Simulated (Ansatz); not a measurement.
BaSnO3:
Space group Pm-3m (No. 221); a = 4.131 Å, b = 4.131 Å, c = 4.131 Å, α = 90.00°, β = 90.00°, γ = 90.00°

| atom | site | symmetry | x | y | z |
|---|---|---|---|---|---|
| Ba | 1a | m-3m | 0.0000 | 0.0000 | 0.0000 |
| Sn | 1b | m-3m | 0.5000 | 0.5000 | 0.5000 |
| O | 3c | 4/mm.m | 0.0000 | 0.5000 | 0.5000 |

Relaxed with r²SCAN. Independent-particle spectrum: no excitons, no local fields, no scissors shift; 0.1 eV broadening; ε₁ of the summed bands alone.

Tabulate the dielectric function from plane-wave PAW r²SCAN (Ansatz code).



```csv
E (eV),ε₁ xx,ε₂ xx
0.0,4.09,0.00
0.4,4.10,0.00
0.8,4.14,0.00
1.2,4.21,0.00
1.6,4.33,0.00
2.0,4.70,0.07
2.4,4.61,0.61
2.8,4.44,0.71
3.2,4.37,0.73
3.6,4.36,0.74
4.0,4.40,0.75
4.4,4.50,0.76
4.8,4.65,0.79
5.2,4.88,0.82
5.6,5.26,0.89
6.0,6.14,1.22
6.4,6.63,2.53
6.8,5.77,4.09
7.2,4.68,4.16
7.6,4.85,4.56
8.0,3.31,5.75
8.4,1.92,4.44
8.8,2.35,3.55
9.2,3.63,4.71
9.6,1.08,5.84
10.0,0.38,3.82
10.4,0.57,3.04
10.8,0.96,3.12
11.2,0.65,2.82
11.6,1.30,2.61
12.0,0.88,3.22
```

From ε at 4.0 eV (xx: 4.40 + 0.75i), find n, k, the normal reflectivity and the absorption coefficient.

n = 2.11, k = 0.178, R = 13 %, α = 2kE/ħc = 72000 cm⁻¹.

With all bands, ε∞ without local fields is 4.33. DFPT, with local fields, gives 4.35.

Symmetry was held in the r²SCAN relaxation; phonons on a q-mesh show no instability. Spin–orbit coupling is left out wherever it is not named.

Potentials: the later of the program's two PAW sets.
